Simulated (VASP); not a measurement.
**Sb: single point with PBE**

Sb, a slab with vacuum:

```xyz
9
Lattice="4.4689 0.0000 0.0000 0.0000 5.4733 0.0000 0.0000 0.0000 25.3205" Properties=species:S:1:pos:R:3 pbc="T T T"
Sb    2.2345    3.6489    7.5000
Sb    0.0000    1.8244    8.7901
Sb    2.2345    0.0000   10.0801
Sb    0.0000    3.6489   11.3702
Sb    2.2345    1.8244   12.6603
Sb    0.0000    0.0000   13.9503
Sb    2.2345    3.6489   15.2404
Sb    0.0000    1.8244   16.5305
Sb    2.2345    0.0000   17.8205
```

The slab is cut from a database's or a generator's crystal, which needn't be the stable form of the element.

The cell isn't the ideal one: the (2 1 1) slab of Sb, cut from the database cell, not relaxed.

```
Program             : VASP 6.6.1
Task                : single point
Functional          : PBE
Potentials or basis : VASP PAW PBE potentials, release 64 (Sb)
Cutoff              : 520 eV
k mesh              : 6 × 5 × 1
Occupations         : fermi-dirac, width 0.05 eV
Spin                : no spin polarisation
```

* Largest force: 1.251 eV/Å
* Band gap on the k mesh: none (metal or under the smearing width)

Forces in eV/Å, atoms in the order of the input:
```
Sb   0.000 -0.448  1.074
Sb   0.000  1.174 -0.432
Sb   0.000 -0.724 -0.062
Sb   0.000 -0.148 -0.563
Sb   0.000  0.000  0.000
Sb   0.000  0.148  0.563
Sb   0.000  0.724  0.062
Sb   0.000 -1.174  0.432
Sb   0.000  0.448 -1.074
```

Levels at points of the mesh, in eV from the Fermi level:
| k point | band 20 | band 21 | band 22 | band 23 | band 24 | band 25 |
| --- | --- | --- | --- | --- | --- | --- |
| (0.00, 0.00, 0.00) | -0.43 | -0.32 | 0.26 | 0.29 | 0.67 | 0.97 |
| (0.50, 0.00, 0.00) | -1.51 | -1.10 | -0.86 | -0.85 | 0.00 | 0.54 |

Run time: 7.5 min on 1 thread of Intel(R) Xeon(R) Platinum 8375C CPU @ 2.90GHz (Ice Lake), with other jobs on the host, peak memory 0.65 GiB.

Spin-orbit coupling is left out, which matters for the levels of Sb.
